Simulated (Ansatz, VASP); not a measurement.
Al in VASP and in Ansatz

The input INCAR:

```
  PREC = Accurate
  ENCUT = 520
  EDIFF = 1E-7
  ISMEAR = -1
  SIGMA = 0.05
  LREAL = F
  LASPH = T
  NELM = 100
  ALGO = Normal
  ISIF = 2
  LWAVE = F
  LCHARG = F
  GGA = PS
  NBANDS = 8
```

Contents of KPOINTS:

```
regular mesh
0
Gamma
  11 11 11
```

File POSCAR:

```
Al
1.0
    0.0000000000      2.0382146954      2.0382146954
    2.0382146954      0.0000000000      2.0382146954
    2.0382146954      2.0382146954      0.0000000000
Al
1
Direct
    0.0000000000      0.0000000000      0.0000000000
```

File input.yaml:

```yaml
crystal:
  lattice:
    - [0.0, 2.0382146954, 2.0382146954]
    - [2.0382146954, 0.0, 2.0382146954]
    - [2.0382146954, 2.0382146954, 0.0]
  atoms:
    - { symbol: Al, position: [0.0, 0.0, 0.0] }
hamiltonian:
  xc: pbesol
  pseudopotentials: { kind: paw }
kpoints:
  mp_grid: { grid: [11, 11, 11] }
scf:
  occupations: { method: fermi_dirac, width: 0.05 }
output:
  forces: true
  stress: true
  eigenvalues: true
```

Change from the starting cell: volume scaled by 1.02.

Alike in both runs: task single point; functional PBEsol; k mesh 11 × 11 × 11; occupations fermi-dirac, width 0.05 eV; no spin polarisation.

|  | VASP | Ansatz |
| --- | --- | --- |
| version | VASP 6.6.1 | Ansatz 0.2.0 |
| potentials or method | VASP PAW PBE potentials, release 64 (Al) | Ansatz PAW |
| plane-wave cutoff (eV) | 520 | 420 |
| valence electrons in the cell | 3 | 3 |

|  | VASP | Ansatz | Ansatz less VASP |
| --- | --- | --- | --- |
| gap on the k mesh at the Fermi level (eV) | none | none | - |
| pressure (GPa) | -3.3 | -3.3 | -0.05 |

A gap of «none» marks a metal or a gap that the smearing closes.

Caveats: the PAW data sets were made with another functional, which shifts forces and pressure a little (VASP); the PAW data sets come from PBE, with cores solved anew for the run's functional, which leaves a small shift of forces and pressure (Ansatz).
